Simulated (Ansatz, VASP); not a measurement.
Two plane-wave programs on ZnO

```
Zn O
1.0
     2.59461    0.00000    0.00000
     0.00000    2.59461    0.00000
     0.00000    0.00000    2.59461
Zn O
1 1
Direct
  0.00000 0.00000 0.00000
  0.50000 0.50000 0.50000
```

Measurements of this composition are mostly on another form, of space group No. 186.

Alike in both runs: task single point; functional PBEsol; k mesh 6 × 6 × 6; occupations gaussian, width 0.05 eV; no spin polarisation.

```csv
,VASP,Ansatz
version,VASP 6.6.1,Ansatz 0.2.0
potentials or method,"VASP PAW PBE potentials, release 64 (Zn, O)","scalar-relativistic, plane waves, PAW"
plane-wave cutoff (eV),520,420
valence electrons in the cell,18,18
```

VASP gave:

- gap on the k mesh at the Fermi level (eV): none
- pressure (GPa): 13.6

Question: Estimate Ansatz's values.

Answer: gap on the k mesh at the Fermi level (eV): none; pressure (GPa): 12.2.

A gap of «none» marks a metal or a gap that the smearing closes. The functional is the same, so the differences come from potentials, cutoffs and numerics.

Caveats: the k mesh is coarse (spacing up to 0.40 Å⁻¹), so the values aren't converged; the PAW data sets were made with another functional, which shifts forces and pressure a little (VASP).
